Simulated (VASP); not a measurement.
# ZnS (Wurtzite-2H) (P6_3mc) in VASP: a series of runs

The runs below take ZnS (Wurtzite-2H) through dielectric tensor, with PBE.

All numbers are computed with VASP 6.6.1; they aren't measurements. Logs are shortened: lines on timing, memory, paths and dates and some standing lists are left out, and cuts for length are marked.

### Step 1. The structure

The structure is hexagonal, space group P6_3mc (No. 186). The conventional cell has a = 3.811 Å, b = 3.811 Å, c = 6.234 Å, α = 90.00°, β = 90.00°, γ = 120.00°. Zn (site symmetry 3m) has 4 S at 2.31 to 2.40 Å as nearest neighbours. Around S (site symmetry 3m) lie 4 Zn at 2.31 to 2.40 Å.

### Step 2. Dielectric tensor, PBE

File INCAR:

```
PREC = Accurate
ENCUT = 350
EDIFF = 1E-8
ISMEAR = 0
SIGMA = 0.01
LREAL = F
LASPH = T
NELM = 100
ALGO = Normal
ISIF = 2
LWAVE = F
LCHARG = F
GGA = PE
LEPSILON = T
```

File KPOINTS:

```
Automatic mesh
0
Gamma
  4 4 3
```

File POSCAR:

```
ZnS
1.0
    3.8110000000      0.0000000000      0.0000000000
   -1.9055000000      3.3004228138      0.0000000000
    0.0000000000      0.0000000000      6.2340000000
Zn S
2 2
Direct
    0.6666666667      0.3333333333      0.5000000000
    0.3333333333      0.6666666667      0.0000000000
    0.6666666667      0.3333333333      0.8850000000
    0.3333333333      0.6666666667      0.3850000000
```

Potentials or basis: VASP PAW PBE potentials, release 64 (Zn, S).

Started as:

```
$ cat potpaw_PBE.64/Zn/POTCAR potpaw_PBE.64/S/POTCAR > POTCAR
$ mpirun -np 1 vasp_std > vasp.out
```

OUTCAR:

```text
PREC = Accurate
   ENCUT = 350
   EDIFF = 1E-8
   ISMEAR = 0
   LREAL = F
   LASPH = T
   NELM = 100
   ISIF = 2
   GGA = PE
   LEPSILON = T

 Found      8 irreducible k-points:

 Following reciprocal coordinates:
            Coordinates               Weight
  0.000000  0.000000  0.000000      1.000000
  0.250000  0.000000  0.000000      6.000000
  0.500000  0.000000  0.000000      3.000000
  0.250000  0.250000  0.000000      6.000000
  0.000000  0.000000  0.333333      2.000000
  0.250000  0.000000  0.333333     12.000000
   k-points           NKPTS =      8   k-points in BZ     NKDIM =      8   number of bands    NBANDS=     22
   number of dos      NEDOS =    301   number of ions     NIONS =      4
   total plane-waves  NPLWV =  23040
   dimension x,y,z NGX =    24 NGY =   24 NGZ =   40
   dimension x,y,z NGXF=    48 NGYF=   48 NGZF=   80
   ions per type =               2   2
   NGX,Y,Z   is equivalent  to a cutoff of  10.47, 10.47, 10.67 a.u.
   NGXF,Y,Z  is equivalent  to a cutoff of  20.94, 20.94, 21.33 a.u.
 SYSTEM =  unknown system
   PREC   = accura    normal or accurate (medium, high low for compatibility)
   ISTART =      0    job   : 0-new  1-cont  2-samecut
   ICHARG =      2    charge: 1-file 2-atom 10-const
   ISPIN  =      1    spin polarized calculation?
   LNONCOLLINEAR =      F non collinear calculations
   LSORBIT =      F    spin-orbit coupling
   LASPH  =      T    aspherical Exc in radial PAW
   ENCUT  =  350.0 eV  25.72 Ry    5.07 a.u.   5.81  5.81  9.51*2*pi/ulx,y,z
   NELM   =    100;   NELMIN=  2; NELMDL= -5     # of ELM steps
   EDIFF  = 0.1E-07   stopping-criterion for ELM
   LREAL  =      F    real-space projection
   EDIFFG = 0.1E-06   stopping-criterion for IOM
   NSW    =      0    number of steps for IOM
   IBRION =     -1    ionic relax: 0-MD 1-quasi-New 2-CG
   NFREE  =      0    steps in history (QN), initial steepest desc. (CG)
   ISIF   =      2    stress and relaxation
   ISYM   =      2    0-nonsym 1-usesym 2-fastsym
   POTIM  = 0.5000    time-step for ionic-motion
   TEBEG  =    0.0;   TEEND  =   0.0 temperature during run
   PSTRESS=    0.0 pullay stress
   NELECT =      36.0000    total number of electrons
   NUPDOWN=      -1.0000    fix difference up-down
   EMIN   =  10.00;   EMAX   =-10.00  energy-range for DOS
   EFERMI =   0.00;   METHOD = LEGACY
   ISMEAR =     0;   SIGMA  =   0.01  broadening in eV -4-tet -1-fermi 0-gaus
   EFERMI_NEDOS =   21; number of points for ismear=-14 and -15
   IALGO  =     38    algorithm
   IMIX   =      4    mixing-type and parameters
     AMIX     =   0.40;   BMIX     =  1.00
     AMIX_MAG =   1.60;   BMIX_MAG =  1.00
  volume/ion in A,a.u.               =      19.60       132.29
  Fermi-wavevector in a.u.,A,eV,Ry     =   1.262943  2.386617 21.701647  1.595026
  Thomas-Fermi vector in A             =   2.396326
   LORBIT       =      0    0 simple, 1 ext, 2 COOP (PROOUT), +10 PAW based schemes
   GGA     = PE    functional components
   LHFCALC =     F    Hartree Fock is set to
   AEXX    =    0.0000 exact exchange contribution
   IVDW    =     0    specifies the selected vdW correction
   LEPSILON=     T    determine dielectric tensor
   LRPA    =     F    only Hartree local field effects (RPA)
 non-spin polarized calculation
 Gauss-broadening in eV      SIGMA  =   0.01
  energy-cutoff  :      350.00
  volume of cell :       78.41
 maximum number of plane-waves:      1176
 NGX is ok and might be reduce to    24
   NGX = 11   NGY = 11   NGZ = 19

--------------------------------------- Ionic step        1  -------------------------------------------

 number of electron      35.9999988 magnetization

 E-fermi :   2.2214     XC(G=0):  -9.6459

 val. band max:        2.1785997532   @ k =   0.0000   0.0000   0.0000
 cond. band min:       4.4237808011   @ k =   0.0000   0.0000   0.0000
 fundamental gap:      2.2451810479
 Fermi energy:         2.2214267703

 k-point     1 :       0.0000    0.0000    0.0000
  band No.  band energies     occupation
      1     -11.0168      2.00000
      2     -10.0916      2.00000
      3      -4.1891      2.00000
      4      -4.1891      2.00000
      5      -4.1246      2.00000
      6      -4.1246      2.00000
[... 14 lines left out ...]
     21       8.4692      0.00000
     22       8.4692      0.00000

 k-point     2 :       0.2500    0.0000    0.0000
  band No.  band energies     occupation
      1     -10.6246      2.00000
      2      -9.8872      2.00000
      3      -4.2002      2.00000
      4      -4.1082      2.00000
      5      -4.0951      2.00000
      6      -4.0120      2.00000
[... 14 lines left out ...]
     21       8.1361      0.00000
     22       8.7165      0.00000

 k-point     3 :       0.5000    0.0000    0.0000
  band No.  band energies     occupation
      1     -10.0786      2.00000
      2      -9.7560      2.00000
      3      -4.1553      2.00000
      4      -4.0496      2.00000
      5      -3.9387      2.00000
      6      -3.8861      2.00000
[... 14 lines left out ...]
     21       7.3562      0.00000
     22       9.3106      0.00000

 k-point     4 :       0.2500    0.2500    0.0000
  band No.  band energies     occupation
      1     -10.0975      2.00000
      2      -9.7470      2.00000
      3      -4.1146      2.00000
      4      -4.0227      2.00000
      5      -3.9332      2.00000
      6      -3.8923      2.00000
[... 14 lines left out ...]
     21       7.8735      0.00000
     22       8.9320      0.00000

 k-point     5 :       0.0000    0.0000    0.3333
  band No.  band energies     occupation
      1     -10.8130      2.00000
      2     -10.3543      2.00000
      3      -4.1783      2.00000
      4      -4.1783      2.00000
      5      -4.1461      2.00000
      6      -4.1461      2.00000
[... 14 lines left out ...]
     21       8.4259      0.00000
     22       8.6402      0.00000

 k-point     6 :       0.2500    0.0000    0.3333
  band No.  band energies     occupation
      1     -10.4541      2.00000
      2     -10.0862      2.00000
      3      -4.2030      2.00000
      4      -4.1413      2.00000
      5      -4.0870      2.00000
      6      -4.0378      2.00000
[... 14 lines left out ...]
     21       7.7599      0.00000
     22       8.3719      0.00000

 [... further k-points ...]

  FORCE on cell =-STRESS in cart. coord.  units (eV):
  Direction    XX          YY          ZZ          XY          YZ          ZX
  --------------------------------------------------------------------------------------
  -------------------------------------------------------------------------------------
  Total        1.5984909      1.5984909      0.4006505      0.0000000      0.0000000      0.0000000
  in kB       32.6621987     32.6621987      8.1865508      0.0000000      0.0000000      0.0000000
  external PRESSURE =      24.5036494 kB  Pullay stress =       0.0000000 kB

 VOLUME and BASIS-vectors are now :
 -----------------------------------------------------------------------------
  energy-cutoff  :      350.00
  volume of cell :       78.41
      direct lattice vectors                 reciprocal lattice vectors
     3.811000000  0.000000000  0.000000000     0.262398321  0.151495741  0.000000000
    -1.905500000  3.300422814  0.000000000     0.000000000  0.302991482  0.000000000
     0.000000000  0.000000000  6.234000000     0.000000000  0.000000000  0.160410651

 POSITION                                       TOTAL-FORCE (eV/Angst)
 -----------------------------------------------------------------------------------
      1.90550      1.10014      3.11700        -0.000000      0.000000      0.335245
     -0.00000      2.20028      0.00000         0.000000     -0.000000      0.335245
      1.90550      1.10014      5.51709         0.000000     -0.000000     -0.335245
     -0.00000      2.20028      2.40009        -0.000000      0.000000     -0.335245
 -----------------------------------------------------------------------------------
    total drift:                               -0.000001     -0.000001     -0.000453

  FREE ENERGIE OF THE ION-ELECTRON SYSTEM (eV)
  ---------------------------------------------------
  free  energy   TOTEN  =       -13.5995996673 eV

  energy  without entropy=      -13.5995996672  energy(sigma->0) =      -13.59959967

 HEAD OF MICROSCOPIC STATIC DIELECTRIC TENSOR (INDEPENDENT PARTICLE, excluding Hartree and local field effects)
 ------------------------------------------------------
           7.538619     0.000000     0.000000
           0.000000     7.538619     0.000000
           0.000000     0.000000     6.756078
 ------------------------------------------------------

 Free energy of the ion-electron system (eV)
  ---------------------------------------------------
  ---------------------------------------------------
  free energy    TOTEN  =        -1.43340675 eV

  energy without entropy =       -1.43340675

------------------------ aborting loop because EDIFF is reached ----------------------------------------

--------------------------------------- Ionic step        2  -------------------------------------------

------------------------ aborting loop because EDIFF is reached ----------------------------------------

--------------------------------------- Ionic step        3  -------------------------------------------

 Free energy of the ion-electron system (eV)
  ---------------------------------------------------
  ---------------------------------------------------
  free energy    TOTEN  =        -1.26094651 eV

  energy without entropy =       -1.26094651

------------------------ aborting loop because EDIFF is reached ----------------------------------------

 PIEZOELECTRIC TENSOR FIELD DIRECTION 3  (e Angst)
 -----------------------------------------------------------------------------
     1.72233  0.00000  0.00000           ( -0.01417  0.00000  0.00000)
     0.00000  1.72233  0.00000           (  0.00000 -0.01417 -0.00000)
     0.00000  0.00000 -4.10972           (  0.00000 -0.00000  0.00777)

 PIEZOELECTRIC TENSOR FIELD DIRECTION 3  (C/m^2)
 -----------------------------------------------------------------------------
     0.35193  0.00000  0.00000
     0.00000  0.35193  0.00000
     0.00000  0.00000 -0.83974

 MACROSCOPIC STATIC DIELECTRIC TENSOR (including local field effects in DFT)
 ------------------------------------------------------
           7.155700     0.000000     0.000000
           0.000000     7.155700    -0.000000
           0.000000     0.000000     6.399984
 ------------------------------------------------------

 PIEZOELECTRIC TENSOR (including local field effects)  for field in x, y, z        (e  Angst)
          XX          YY          ZZ          XY          YZ          ZX
  --------------------------------------------------------------------------------
  x    -0.00000     0.00000     0.00000     0.00000     0.00000     1.84800
  y    -0.00000     0.00000     0.00000     0.00000     1.84800     0.00000
  z     1.72233     1.72233    -4.10972     0.00000     0.00000     0.00000

 PIEZOELECTRIC TENSOR (including local field effects)  for field in x, y, z        (C/m^2)
          XX          YY          ZZ          XY          YZ          ZX
  --------------------------------------------------------------------------------
  x    -0.00000     0.00000     0.00000     0.00000     0.00000     0.37761
  y    -0.00000     0.00000     0.00000     0.00000     0.37760     0.00000
  z     0.35193     0.35193    -0.83974     0.00000     0.00000     0.00000

 BORN EFFECTIVE CHARGES (including local field effects) (in |e|, cummulative output)
 ---------------------------------------------------------------------------------
 ion    1
    1     2.21415     0.00000     0.00000
    2    -0.00000     2.21415    -0.00000
    3     0.00000     0.00000     2.10099
 ion    2
    1     2.21415    -0.00000     0.00000
    2     0.00000     2.21415     0.00000
    3    -0.00000     0.00000     2.10099
 ion    3
    1    -2.21415     0.00000    -0.00000
    2     0.00000    -2.21415     0.00000
    3     0.00000    -0.00000    -2.10099
 ion    4
    1    -2.21415     0.00000     0.00000
    2    -0.00000    -2.21415    -0.00000
    3     0.00000     0.00000    -2.10099
```

Run time: 74 s. Hardware: 1 thread of Intel Xeon Platinum 8488C (Sapphire Rapids), shared host; peak memory 0.18 GiB.

The run converged, but some of its settings lie outside the range that counts as converged, so its numbers aren't taken as properties of the crystal.

Results:

* Band gap on the k mesh: 2.25 eV, direct
* Electronic dielectric tensor (diagonal): 7.16, 7.16, 6.40
* Born charges (mean of the diagonal): Zn +2.18; S -2.18 e

Caveat: the k mesh is coarse (spacing up to 0.48 Å⁻¹), so the values aren't converged.

[end of part 1 of 2]
